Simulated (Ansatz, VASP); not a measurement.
**One calculation of Pd, two programs**

```xyz
2
Lattice="2.9984 0.0000 0.0000 0.0000 2.9984 0.0000 0.0000 0.0000 2.9984" Properties=species:S:1:pos:R:3 pbc="T T T"
Pd    0.0000    0.0000    0.0000
Pd    1.4992    1.4992    1.4992
```

Alike in both runs: task single point; functional PBEsol; k mesh 12 × 12 × 12; occupations fermi-dirac, width 0.05 eV; collinear spin.

|  | VASP | Ansatz |
| --- | --- | --- |
| version | VASP 6.6.1 | Ansatz 0.2.0 |
| potentials or method | VASP PAW PBE potentials, release 64 (Pd) | plane waves (420 eV) with PAW, scalar-relativistic |
| plane-wave cutoff (eV) | 520 | 420 |
| valence electrons in the cell | 20 | 36 |

```csv
,VASP,Ansatz,Ansatz less VASP
pressure (GPa),20.6,21.1,+0.52
net moment per atom (μB),0.00,0.00,0.000
```

The two sets of potentials don't hold the same shells in valence. Ansatz warned: «pseudo_functional_mismatch».

Caveats: so large a pressure means that the cell lies far from this level's equilibrium, or that cutoff or potentials fall short (VASP); the potentials were made for another functional, which shifts forces and pressure (VASP).
